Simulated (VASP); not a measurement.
# GaP: G0W0 on PBE, by tags set

GaP, F-43m (no. 216), 2 atoms in the cell. PBE, GW; PAW potentials Ga_d_GW, P_GW (PBE set).

| Tags set | Quasiparticle gap on the mesh (eV) | Gap of the starting point on the mesh (eV) | Quasiparticle gap at the zone centre (eV) | Starting gap at the zone centre (eV) | Correction of the gap between the band edges on the mesh (eV) | Time (s) |
|---|---|---|---|---|---|---|
| defaults | 2.30 | 1.70 | 2.71 | 1.80 | 0.61 | 23 |
| LSPECTRALGW=True | 2.28 | 1.70 | 2.69 | 1.80 | 0.58 | 23 |
| LSPECTRAL=False | 2.26 | 1.70 | 2.70 | 1.80 | 0.56 | 101 |
| CSHIFT=0.05 | 2.36 | 1.70 | 2.77 | 1.80 | 0.66 | 24 |
| CSHIFT=0.2 | 2.31 | 1.70 | 2.72 | 1.80 | 0.61 | 22 |
| CSHIFT=0.5 | 2.31 | 1.70 | 2.72 | 1.80 | 0.61 | 26 |
| OMEGATL=200 | 2.30 | 1.70 | 2.71 | 1.80 | 0.61 | 19 |
| OMEGATL=600 | 2.30 | 1.70 | 2.71 | 1.80 | 0.60 | 22 |
| OMEGAMAX=8 | 2.30 | 1.70 | 2.71 | 1.80 | 0.61 | 21 |

Limits: the mesh is coarse: neither the gap nor the screening is converged.

## Input of the first row

INCAR.step1:
```
SYSTEM = GaP
PREC = Accurate ; ENCUT = 500
ISMEAR = 0 ; SIGMA = 0.05
LASPH = .TRUE. ; LREAL = .FALSE.
GGA = PE ; ALGO = Normal
EDIFF = 1E-8 ; NELM = 150
LWAVE = .TRUE. ; LCHARG = .FALSE.
KPAR = 4
```

INCAR.step2, as INCAR.step1 but for:
```
- ALGO = Normal
- NELM = 150
+ ALGO = Exact
+ NELM = 1
+ ISTART = 1
+ NBANDS = 192
+ LOPTICS = .TRUE.
```

INCAR.step3:
```
SYSTEM = GaP
PREC = Accurate ; ENCUT = 500
ISMEAR = 0 ; SIGMA = 0.05
LASPH = .TRUE. ; LREAL = .FALSE.
GGA = PE ; ALGO = EVGW0
NBANDS = 192 ; NBANDSGW = 13
ENCUTGW = 160 ; NOMEGA = 48
PRECFOCK = Fast ; ISTART = 1
LWAVE = .FALSE. ; LCHARG = .FALSE.
NELMGW = 1 ; KPAR = 4
```

KPOINTS:
```
k-points
0
Gamma
  3 3 3
```

POSCAR:
```
GaP
1.0
    0.0000000000      2.7252500000      2.7252500000
    2.7252500000      0.0000000000      2.7252500000
    2.7252500000      2.7252500000      0.0000000000
Ga P
1 1
Direct
    0.0000000000      0.0000000000      0.0000000000
    0.7500000000      0.7500000000      0.7500000000
```

Commands (each step's output is kept before the next begins):
```
cat potpaw_PBE.64/Ga_d_GW/POTCAR potpaw_PBE.64/P_GW/POTCAR > POTCAR
cp INCAR.step1 INCAR
mpirun -np 4 vasp_std > vasp.out
cp INCAR.step2 INCAR
mpirun -np 4 vasp_std > vasp.out
cp INCAR.step3 INCAR
mpirun -np 4 vasp_std > vasp.out
```

Changes of the last row against the first:
```
(step 3)
+ OMEGAMAX = 8
```

VASP 6.6.1 took 23 s on 4 cores (Intel Xeon Platinum 8488C (Sapphire Rapids)), a shared host.
